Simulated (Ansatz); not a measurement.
BaTe in the zincblende structure was relaxed with 5 functionals in Ansatz 0.2.0, cell and atoms free, the symmetry of the start kept (meshes: PBE 6×6×6, r2SCAN 6×6×6, PBEsol 6×6×6, LDA 6×6×6, HSE06 4×4×4). Spin-unpolarised throughout. Whether this structure exists isn't addressed.

The r2SCAN result:
```yaml
crystal:
  lattice:
    - [0.00000, 3.91416, 3.91416]
    - [3.91416, 0.00000, 3.91416]
    - [3.91416, 3.91416, 0.00000]
  atoms:
    - { symbol: Ba, position: [0.00000, 0.00000, 0.00000] }
    - { symbol: Te, position: [0.25000, 0.25000, 0.25000] }
```

Space group F-43m (No. 216), cubic; conventional cell a = 7.828 Å, 59.97 Å³ an atom. Ba is surrounded by 4 Te at 3.39 Å; Te is surrounded by 4 Ba at 3.39 Å.

Q: What lattice does PBE give?

A: a = 7.828 Å; the volume differs by 0.0 % from r2SCAN's. Around Ba lie 4 Te at 3.39 Å; around Te lie 4 Ba at 3.39 Å.

Q: How does the cell change with HSE06?

A: a = 7.815 Å; the volume differs by -0.5 % from r2SCAN's. Ba has 4 Te at 3.38 Å; Te has 4 Ba at 3.38 Å.

Q: Held at the r2SCAN cell, what mean stress do LDA and PBE find, and does its sign point to their own minimum?

A: Yes. LDA -1.52 GPa, and its relaxed volume is -8.0 % from r2SCAN's; PBE 0.00 GPa, and its relaxed volume is 0.0 % from r2SCAN's. Compression counts positive, so a positive stress asks for a larger cell.
